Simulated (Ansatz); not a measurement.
**Al: stacking-fault energy from two polytypes**

Method: DFT PBE+D3(BJ), scalar-relativistic, plane waves, PAW (Ansatz). All cells share a 420 eV cutoff and Γ-centred k meshes spaced at most about 0.3 Å⁻¹ (about 0.25 or finer for metals, 2π included). No spin polarisation.

Temperature and zero-point effects are left out.

| form | space group | cell | V (Å³/atom) | gap on mesh (eV) | source |
| --- | --- | --- | --- | --- | --- |
| fcc | Fm-3m (No. 225) | a = 3.982 Å | 15.79 | 0 | Materials Project, matches COD |
| hcp | P6_3/mmc (No. 194) | a = 2.804 Å, c = 4.676 Å | 15.92 | 0 | Materials Project |

Problem. Which stacking is lower, and by how much per atom?

Solution. The fcc form, by 34.8 meV/atom (the k meshes leave about 4 meV/atom of noise in a metal). The hcp cell has c/a = 1.668, above the ideal 1.633.

Problem. Estimate the energy of an intrinsic stacking fault in the fcc form, counting only the coupling of neighbouring layers.

Solution. Give each atomic layer a label, c where its two neighbours sit on different positions and h where they sit on the same. The fcc form is all c and the hcp form all h, so turning one layer from c to h costs the energy difference per atom: 34.8 meV. An intrinsic fault (…ABC|BCA…) holds two h layers, a twin boundary one. One atom covers A = (√3/2)·a² with a = 2.816 Å (the cubic edge over √2), so A = 6.867 Å². Then γ = 2 × 34.8 meV / 6.867 Å² = 10.14 meV/Å², and with 1 meV/Å² = 16.022 mJ/m² that is 162 mJ/m². A twin boundary costs about half, 81 mJ/m². Couplings to farther layers and the strain of holding the other stacking on the host's lattice are left out; the mesh noise alone is worth 19 mJ/m².

A check: the dhcp form, in which every second layer is turned, lies 10.8 meV/atom from the fcc form, 21.6 meV for each turned layer. That figure would give 101 mJ/m², and the spread between the two estimates shows the size of the farther couplings.
